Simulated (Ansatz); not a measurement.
## Stress against strain in BN

```xyz
2
Lattice="0.0000 1.8075 1.8075 1.8075 0.0000 1.8075 1.8075 1.8075 0.0000" Properties=species:S:1:pos:R:3 pbc="T T T"
B     0.0000    0.0000    0.0000
N     2.7113    2.7113    2.7113
```

Atom numbers follow the list: B1, N2.

The cell is COD entry 9008834, as deposited and not checked against the literature; nothing was relaxed.

Method: Ansatz 0.2.0, DFT, PBE, all-electron LAPW, scalar-relativistic.

Sampling and basis: a Γ-centred 13×13×13 k mesh, Fermi–Dirac smearing of 0.03 eV, basis error target 1 meV/atom, no spin polarisation.

The strain is applied along the Cartesian axes of the cell as listed (the other components stay zero). Fractional coordinates are held (clamped ions).

σ is the change of stress from the unstrained cell, which is at 3.03 GPa; tension is positive, so slopes are stress–strain coefficients at that pressure.

Only quantities that a quadratic follows smoothly over the whole series are listed; rougher ones are left out.

| εxx = εyy | σzz (GPa) | σxx (GPa) |
| --- | --- | --- |
| -0.0300 | -12.24 | -32.96 |
| -0.0200 | -7.79 | -21.08 |
| -0.0100 | -3.72 | -10.12 |
| 0.0000 | 0.00 | 0.00 |
| 0.0200 | 6.50 | 17.92 |
| 0.0300 | 9.32 | 25.83 |

Question: Fit the series and read off the stiffness at zero strain.

Answer: Least-squares fits y = p0 + p1 x + p2 x² to the rows give σzz (GPa): p1 = 359, p2 = -1600; σxx (GPa): p1 = 978, p2 = -4000. So 2 C12 = 359 GPa and C11 + C12 = 978 GPa.

Question: One run, at εxx = εyy = 0.0100, is withheld. Predict its row.

Answer: The fits give 3.44, 9.41; the run gave 3.40, 9.33.
